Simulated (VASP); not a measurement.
# Te2Pb (R-3m) in VASP: a series of runs

The runs below take Te2Pb through single point, with r2SCAN, HSE06.

Everything below comes from runs of VASP 6.6.1. Logs are shortened: lines on timing, memory, paths and dates and some standing lists are left out, and cuts for length are marked.

**1. The crystal as given**

Symmetry: R-3m, No. 166, trigonal system. Conventional cell: a = 4.254 Å, b = 4.254 Å, c = 18.793 Å, α = 90.00°, β = 90.00°, γ = 120.00°. Pb (site symmetry -3m) has 6 Te at 3.13 Å as nearest neighbours. Te (site symmetry 3m) is surrounded by 3 Pb at 3.13 Å and 3 Te at 3.41 Å.

The cell was built by a generator and needn't be a form met in nature.

**2. Single point, r2SCAN**

Contents of POSCAR:

```
Te2Pb
1.0
    2.1269962715      1.2280218699      6.2642067447
   -2.1269962715      1.2280218699      6.2642067447
    0.0000000000     -2.4560437398      6.2642067447
Pb Te
1 2
Direct
    0.0000000000      0.0000000000      0.0000000000
    0.2297518143      0.2297518143      0.2297518143
    0.7702481857      0.7702481857      0.7702481857
```

Contents of INCAR.step1:

```
PREC = Accurate
ENCUT = 520
ISMEAR = -1
SIGMA = 0.02
LREAL = F
LASPH = T
NELM = 100
NBANDS = 20
GGA = PE
ALGO = Normal
EDIFF = 1E-4
LWAVE = T
LCHARG = F
```

Contents of INCAR.step2:

```
PREC = Accurate
ENCUT = 520
EDIFF = 1E-6
ISMEAR = -1
SIGMA = 0.02
LREAL = F
LASPH = T
NELM = 100
ALGO = Normal
ISIF = 2
LWAVE = F
LCHARG = T
METAGGA = R2SCAN
LMIXTAU = T
LELF = T
LVHAR = T
NBANDS = 20
ISTART = 1
```

Contents of KPOINTS:

```
Automatic mesh
0
Gamma
  6 6 6
```

Potentials or basis: VASP PAW PBE potentials, release 64 (Pb_d, Te).

Command:

```console
cat potpaw_PBE.64/Pb_d/POTCAR potpaw_PBE.64/Te/POTCAR > POTCAR
cp INCAR.step1 INCAR
mpirun -np 1 vasp_std > vasp.out
cp INCAR.step2 INCAR
mpirun -np 1 vasp_std > vasp.out
```

OUTCAR:

```text
PREC = Accurate
   ENCUT = 520
   EDIFF = 1E-6
   ISMEAR = -1
   LREAL = F
   LASPH = T
   NELM = 100
   ISIF = 2
   METAGGA = R2SCAN
   ISTART = 1

 ion  position               nearest neighbor table
   1  0.000  0.000  0.000-   3 3.13   2 3.13   3 3.13   3 3.13   2 3.13   2 3.13
   2  0.230  0.230  0.230-   1 3.13   1 3.13   1 3.13   3 3.41   3 3.41   3 3.41
   3  0.770  0.770  0.770-   1 3.13   1 3.13   1 3.13   2 3.41   2 3.41   2 3.41

  LATTYP: Found a trigonal (rhomboedric) cell.
 ALAT       =     6.7284795454
 COS(alpha) =     0.8001382987

  Lattice vectors:

 A1 = (   2.1269962715,   1.2280218699,   6.2642067447)
 A2 = (  -2.1269962715,   1.2280218699,   6.2642067447)
 A3 = (   0.0000000000,  -2.4560437398,   6.2642067447)

Analysis of symmetry for initial positions (statically):
=====================================================================
 Subroutine PRICEL returns:
 Original cell was already a primitive cell.

 Routine SETGRP: Setting up the symmetry group for a
 trigonal (rhombohedral) supercell.

 Subroutine GETGRP returns: Found 12 space group operations
 (whereof 12 operations were pure point group operations)
 out of a pool of 12 trial point group operations.

The static configuration has the point symmetry D_3d.

Analysis of symmetry for dynamics (positions and initial velocities):
=====================================================================
 Subroutine PRICEL returns:
 Original cell was already a primitive cell.

 Routine SETGRP: Setting up the symmetry group for a
 trigonal (rhombohedral) supercell.

 Subroutine GETGRP returns: Found 12 space group operations
 (whereof 12 operations were pure point group operations)
 out of a pool of 12 trial point group operations.

The dynamic configuration has the point symmetry D_3d.

 Subroutine INISYM returns: Found 12 space group operations
 (whereof 12 operations are pure point group operations),
 and found     1 'primitive' translations

----------------------------------------------------------------------------------------

                                     Primitive cell

  volume of cell :      98.1726

  direct lattice vectors                    reciprocal lattice vectors
     2.126996271  1.228021870  6.264206745     0.235073285  0.135719624  0.053212377
    -2.126996271  1.228021870  6.264206745    -0.235073285  0.135719624  0.053212377
     0.000000000 -2.456043740  6.264206745     0.000000000 -0.271439248  0.053212377

  length of vectors
     6.728479545  6.728479545  6.728479545     0.276605898  0.276605898  0.276605898

  position of ions in fractional coordinates (direct lattice)
     0.000000000  0.000000000  0.000000000
     0.229751814  0.229751814  0.229751814
     0.770248186  0.770248186  0.770248186

  ion indices of the primitive-cell ions
   primitive index   ion index
                 1           1
                 2           2
                 3           3

----------------------------------------------------------------------------------------

 KPOINTS: Automatic mesh

Automatic generation of k-mesh.
 Grid dimensions read from file:
 generate k-points for:    6    6    6

 Generating k-lattice:

  Cartesian coordinates                     Fractional coordinates (reciprocal lattice)
     0.039178881  0.022619937  0.008868730     0.166666667  0.000000000  0.000000000
    -0.039178881  0.022619937  0.008868730     0.000000000  0.166666667  0.000000000
     0.000000000 -0.045239875  0.008868730     0.000000000  0.000000000  0.166666667

  Length of vectors
     0.046100983  0.046100983  0.046100983

  Shift w.r.t. Gamma in fractional coordinates (k-lattice)
     0.000000000  0.000000000  0.000000000

 Subroutine IBZKPT returns following result:
 ===========================================

 Found     32 irreducible k-points:

 Following reciprocal coordinates:
            Coordinates               Weight
  0.000000  0.000000  0.000000      1.000000
  0.166667  0.000000 -0.000000      6.000000
  0.333333  0.000000  0.000000      6.000000
  0.500000  0.000000 -0.000000      3.000000
  0.166667  0.166667 -0.000000      6.000000
  0.333333  0.166667 -0.000000     12.000000
[... 16 lines left out ...]
  0.500000  0.500000  0.166667      6.000000
 -0.333333  0.500000  0.166667     12.000000
 [... further k-points ...]
   k-points           NKPTS =     32   k-points in BZ     NKDIM =     32   number of bands    NBANDS=     20
   number of dos      NEDOS =    301   number of ions     NIONS =      3
   total plane-waves  NPLWV = 125000
   dimension x,y,z NGX =    50 NGY =   50 NGZ =   50
   dimension x,y,z NGXF=   100 NGYF=  100 NGZF=  100
   ions per type =               1   2
   NGX,Y,Z   is equivalent  to a cutoff of  12.35, 12.35, 12.35 a.u.
   NGXF,Y,Z  is equivalent  to a cutoff of  24.71, 24.71, 24.71 a.u.
 SYSTEM =  unknown system
   PREC   = accura    normal or accurate (medium, high low for compatibility)
   ISTART =      1    job   : 0-new  1-cont  2-samecut
   ICHARG =      0    charge: 1-file 2-atom 10-const
   ISPIN  =      1    spin polarized calculation?
   LNONCOLLINEAR =      F non collinear calculations
   LSORBIT =      F    spin-orbit coupling
   LASPH  =      T    aspherical Exc in radial PAW
   ENCUT  =  520.0 eV  38.22 Ry    6.18 a.u.  12.51 12.51 12.51*2*pi/ulx,y,z
   NELM   =    100;   NELMIN=  2; NELMDL=  0     # of ELM steps
   EDIFF  = 0.1E-05   stopping-criterion for ELM
   LREAL  =      F    real-space projection
   EDIFFG = 0.1E-04   stopping-criterion for IOM
   NSW    =      0    number of steps for IOM
   IBRION =     -1    ionic relax: 0-MD 1-quasi-New 2-CG
   NFREE  =      0    steps in history (QN), initial steepest desc. (CG)
   ISIF   =      2    stress and relaxation
   ISYM   =      2    0-nonsym 1-usesym 2-fastsym
   POTIM  = 0.5000    time-step for ionic-motion
   TEBEG  =    0.0;   TEEND  =   0.0 temperature during run
   PSTRESS=    0.0 pullay stress
   NELECT =      26.0000    total number of electrons
   NUPDOWN=      -1.0000    fix difference up-down
   EMIN   =  10.00;   EMAX   =-10.00  energy-range for DOS
   EFERMI =   0.00;   METHOD = LEGACY
   ISMEAR =    -1;   SIGMA  =   0.02  broadening in eV -4-tet -1-fermi 0-gaus
   EFERMI_NEDOS =   21; number of points for ismear=-14 and -15
   IALGO  =     38    algorithm
   IMIX   =      4    mixing-type and parameters
     AMIX     =   0.40;   BMIX     =  1.00
     AMIX_MAG =   1.60;   BMIX_MAG =  1.00
  volume/ion in A,a.u.               =      32.72       220.83
  Fermi-wavevector in a.u.,A,eV,Ry     =   1.051322  1.986711 15.038229  1.105279
  Thomas-Fermi vector in A             =   2.186361
   LORBIT       =      0    0 simple, 1 ext, 2 COOP (PROOUT), +10 PAW based schemes
   METAGGA = R2SCAN    functional components
   LHFCALC =     F    Hartree Fock is set to
   AEXX    =    0.0000 exact exchange contribution
   IVDW    =     0    specifies the selected vdW correction
   LEPSILON=     F    determine dielectric tensor
   LRPA    =     F    only Hartree local field effects (RPA)
 non-spin polarized calculation
  energy-cutoff  :      520.00
  volume of cell :       98.17
 maximum number of plane-waves:      2664
   NGX = 25   NGY = 25   NGZ = 25

 number of electron      26.0000001 magnetization

 Free energy of the ion-electron system (eV)
  ---------------------------------------------------
  ext. energy  EPLUGINS =         0.00000000
  ---------------------------------------------------
  free energy    TOTEN  =      -107.23459241 eV

  energy without entropy =     -107.22906053  energy(sigma->0) =     -107.23182647

 E-fermi :   5.8174     XC(G=0):  -9.9100

 val. band max:        5.8078104740   @ k =  -0.3333   0.1667   0.1667
 cond. band min:       5.8291851906   @ k =  -0.1667   0.3333   0.1667
 fundamental gap:      0.0213747166
 Fermi energy:         5.8173969057

 k-point     1 :       0.0000    0.0000    0.0000
  band No.  band energies     occupation
      1     -11.5674      2.00000
      2     -11.5674      2.00000
      3     -11.5257      2.00000
      4     -11.5137      2.00000
      5     -11.5137      2.00000
      6      -7.2829      2.00000
[... 12 lines left out ...]
     19      12.8442      0.00000
     20      12.9517      0.00000

 k-point     2 :       0.1667    0.0000   -0.0000
  band No.  band energies     occupation
      1     -11.5814      2.00000
      2     -11.5599      2.00000
      3     -11.5221      2.00000
      4     -11.5163      2.00000
      5     -11.5113      2.00000
      6      -7.0201      2.00000
[... 12 lines left out ...]
     19      13.1846      0.00000
     20      13.5425      0.00000

 k-point     3 :       0.3333    0.0000    0.0000
  band No.  band energies     occupation
      1     -11.6133      2.00000
      2     -11.5510      2.00000
      3     -11.5310      2.00000
      4     -11.5016      2.00000
      5     -11.5005      2.00000
      6      -6.2847      2.00000
[... 12 lines left out ...]
     19      13.6810      0.00000
     20      14.2059      0.00000

 k-point     4 :       0.5000    0.0000   -0.0000
  band No.  band energies     occupation
      1     -11.6300      2.00000
      2     -11.5493      2.00000
      3     -11.5353      2.00000
      4     -11.4938      2.00000
      5     -11.4920      2.00000
      6      -5.5098      2.00000
[... 429 lines left out ...]
 k-point    23 :       0.5000    0.5000    0.1667
  band No.  band energies     occupation
      1     -11.6136      2.00000
      2     -11.5505      2.00000
      3     -11.5307      2.00000
      4     -11.5009      2.00000
      5     -11.5004      2.00000
      6      -5.9442      2.00000
[... 12 lines left out ...]
     19      13.6997      0.00000
     20      14.3002      0.00000

 k-point    24 :      -0.3333    0.5000    0.1667
  band No.  band energies     occupation
      1     -11.6154      2.00000
      2     -11.5621      2.00000
      3     -11.5266      2.00000
      4     -11.5027      2.00000
      5     -11.4928      2.00000
      6      -5.4591      2.00000
[... 12 lines left out ...]
     19      13.9296      0.00000
     20      14.5681      0.00000

 [... further k-points ...]

------------------------ aborting loop because EDIFF is reached ----------------------------------------

  FORCE on cell =-STRESS in cart. coord.  units (eV):
  Direction    XX          YY          ZZ          XY          YZ          ZX
  --------------------------------------------------------------------------------------
  -------------------------------------------------------------------------------------
  Total        0.6013452      0.6013452      0.5321649      0.0000000      0.0000000     -0.0000000
  in kB        9.8139598      9.8139598      8.6849358      0.0000000      0.0000000     -0.0000000
  external PRESSURE =       9.4376185 kB  Pullay stress =       0.0000000 kB

 VOLUME and BASIS-vectors are now :
 -----------------------------------------------------------------------------
  energy-cutoff  :      520.00
  volume of cell :       98.17
      direct lattice vectors                 reciprocal lattice vectors
     2.126996271  1.228021870  6.264206745     0.235073285  0.135719624  0.053212377
    -2.126996271  1.228021870  6.264206745    -0.235073285  0.135719624  0.053212377
     0.000000000 -2.456043740  6.264206745     0.000000000 -0.271439248  0.053212377

 POSITION                                       TOTAL-FORCE (eV/Angst)
 -----------------------------------------------------------------------------------
      0.00000      0.00000      0.00000         0.000000      0.000000     -0.000000
      0.00000      0.00000      4.31764        -0.000000     -0.000000     -0.006849
      0.00000      0.00000     14.47498        -0.000000      0.000000      0.006849
 -----------------------------------------------------------------------------------
    total drift:                                0.000000      0.000000      0.000000

  FREE ENERGIE OF THE ION-ELECTRON SYSTEM (eV)
  ---------------------------------------------------
  free  energy   TOTEN  =      -107.2345924130 eV

  energy  without entropy=     -107.2290605305  energy(sigma->0) =     -107.23182647
```

Wall time 7.4 min (1 thread of Intel Xeon Platinum 8488C (Sapphire Rapids), shared host); peak memory 0.41 GiB.

What came out:

```
Free energy            : -107.2346 eV
Pressure               : 0.9 GPa
Largest force          : 0.007 eV/Å
Band gap on the k mesh : none (metal or under the smearing width)
```

Forces in eV/Å, atoms in the order of the input:
```
Pb   0.000  0.000  0.000
Te   0.000  0.000 -0.007
Te   0.000  0.000  0.007
```

Stress tensor (GPa, compression positive):
```
0.98 0.00 0.00
0.00 0.98 0.00
0.00 0.00 0.87
```

Levels at points of the mesh, in eV from the Fermi level:
```tsv
k point	band 10	band 11	band 12	band 13	band 14	band 15	band 16	band 17
(0.00, 0.00, 0.00)	-1.03	-0.91	-0.44	-0.39	-0.39	3.12	3.12	3.48
(0.50, 0.00, 0.00)	-2.87	-2.85	-1.87	-1.69	0.43	2.42	4.86	5.12
(0.50, 0.50, 0.00)	-2.80	-2.36	-1.79	0.08	0.14	2.63	3.02	4.26
(0.50, 0.50, 0.50)	-1.38	-1.38	0.04	0.04	1.87	2.91	3.31	3.31
```

Caveat: the PAW data sets were made with another functional, which shifts forces and pressure a little.

**3. Single point, HSE06**

POSCAR is that of step 2.

Contents of INCAR.step1:

```
SYSTEM = Te2Pb
PREC     = Accurate       ! precision mode
ENCUT    = 520            ! plane-wave cutoff, eV
EDIFF    = 1E-5           ! SCF threshold, eV
ISMEAR   = -1             ! smearing method
SIGMA    = 0.02           ! smearing width, eV
LREAL    = .FALSE.        ! projectors in reciprocal space
LASPH    = .TRUE.         ! aspherical terms in the spheres
NELM     = 100            ! most SCF steps
ALGO     = Normal         ! electronic algorithm
ISIF     = 2              ! what is computed and relaxed
LWAVE    = .TRUE.         ! write WAVECAR
LCHARG   = .FALSE.        ! write CHGCAR
NBANDS   = 20             ! bands
GGA      = PE             ! functional
```

Contents of INCAR.step2:

```
SYSTEM = Te2Pb
PREC     = Accurate       ! precision mode
ENCUT    = 520            ! plane-wave cutoff, eV
EDIFF    = 1E-6           ! SCF threshold, eV
ISMEAR   = -1             ! smearing method
SIGMA    = 0.02           ! smearing width, eV
LREAL    = .FALSE.        ! projectors in reciprocal space
LASPH    = .TRUE.         ! aspherical terms in the spheres
NELM     = 100            ! most SCF steps
ALGO     = Normal         ! electronic algorithm
ISIF     = 2              ! what is computed and relaxed
LWAVE    = .FALSE.        ! write WAVECAR
LCHARG   = .FALSE.        ! write CHGCAR
GGA      = PE             ! functional
LHFCALC  = .TRUE.         ! exact exchange
HFSCREEN = 0.2079         ! screening, 1/A
PRECFOCK = Normal       
NBANDS   = 20             ! bands
ISTART   = 1
```

Contents of KPOINTS:

```
regular mesh
0
G
  4 4 4
  0 0 0
```

Potentials or basis: VASP PAW PBE potentials, release 64 (Pb_d, Te).

Command:

```console
cat potpaw_PBE.64/Pb_d/POTCAR potpaw_PBE.64/Te/POTCAR > POTCAR
cp INCAR.step1 INCAR
mpirun -np 1 vasp_std > vasp.out
cp INCAR.step2 INCAR
mpirun -np 1 vasp_std > vasp.out
```

It took 76 min on 1 thread of Intel Xeon Platinum 8488C (Sapphire Rapids), shared host; peak memory 0.47 GiB.

The run converged. Its results:

```
Free energy            : -11.8710 eV
Pressure               : -0.3 GPa
Largest force          : 0.087 eV/Å
Band gap on the k mesh : none (metal or under the smearing width)
```

Forces in eV/Å, atoms in the order of the input:
```
Pb   0.000  0.000  0.000
Te   0.000  0.000 -0.087
Te   0.000  0.000  0.087
```

Stress tensor (GPa, compression positive):
```
 0.44  0.00  0.00
 0.00  0.44  0.00
 0.00  0.00 -1.63
```

Levels at points of the mesh, in eV from the Fermi level:
```tsv
k point	band 9	band 10	band 11	band 12	band 13	band 14	band 15	band 16	band 17	band 18
(0.00, 0.00, 0.00)	-1.04	-1.04	-0.83	-0.40	-0.31	-0.31	3.54	3.54	3.78	7.18
(0.50, 0.00, 0.00)	-4.81	-3.00	-2.95	-1.95	-1.70	0.63	2.67	5.38	5.57	6.62
(0.50, 0.50, 0.00)	-5.20	-2.93	-2.39	-1.80	0.19	0.30	2.81	3.42	4.43	4.93
(0.50, 0.50, 0.50)	-3.18	-1.41	-1.41	0.15	0.15	2.19	3.04	3.77	3.77	4.96
```

Caveat: the k mesh is coarse (spacing up to 0.43 Å⁻¹), so the values aren't converged, least of all with exact exchange; the PAW data sets were made with another functional, which shifts forces and pressure a little. Spin-orbit coupling is left out, which matters for the levels of Pb, Te.
